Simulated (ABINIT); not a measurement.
Set up this calculation in ABINIT 10.8.3 (patched build), as the native input.

```yaml
Task: single point
Functional: PBE
Potentials_or_basis: JTH PAW PBE v2.0
Cutoff: 626 eV
k_mesh: 7 × 7 × 7
Occupations: fermi-dirac, width 0.05 eV
Spin: no spin polarisation
Fine-grid_cutoff: 1224.51 eV
```

The system is MgTe.

```
Te Mg
1.0
     0.00000    3.23200    3.23200
     3.23200    0.00000    3.23200
     3.23200    3.23200    0.00000
Te Mg
1 1
Direct
  0.25000 0.25000 0.25000
  0.00000 0.00000 0.00000
```

The cell comes from a database or a generator and needn't be the stable form of this composition.

One way to write it, as run:

run.abi

```
# Pseudopotentials
pp_dirpath "./"
pseudos "Te.GGA_PBE-JTH.xml, Mg.GGA_PBE-JTH.xml"

# Structure
acell 4.5707365703 4.5707365703 4.5707365703 Angstrom
rprim
     0.0000000000     0.7071067812     0.7071067812
     0.7071067812     0.0000000000     0.7071067812
     0.7071067812     0.7071067812     0.0000000000
ntypat 2
znucl 52 12
natom 2
typat 1 2
xred
     0.2500000000     0.2500000000     0.2500000000
     0.0000000000     0.0000000000     0.0000000000

# Plane-wave basis
ecut 23.0
pawecutdg 45.0
pawxcdev 0

# k points
kptopt 1
ngkpt 7 7 7
nshiftk 1
shiftk 0.0 0.0 0.0

# Exchange and correlation
ixc 11

# Bands and occupations
nband 12
occopt 3
tsmear 0.00183747

# SCF cycle
nstep 100
tolvrs 1.0e-9

# Output
iomode 3
prtwf 0
prteig 0
prtebands 0
enunit 1
prtden 1
prtvha 1
prtvclmb 1
prtpot 1
```

Potentials or basis: JTH PAW PBE v2.0.

Command:

```console
$ abinit run.abi > log 2>&1
```

Results of the run:

```
Pressure                                              : 0.8 GPa
Band gap on the k mesh                                : 2.42 eV, direct
Valence electrons inside the program's atomic spheres : Te 3.21; Mg 8.21
```

Caveat: spin-orbit coupling is left out, which moves the levels of the heavy elements.

It took 19 s on 1 thread of Arm Neoverse V2, with other jobs on the host, peak memory 0.13 GiB.
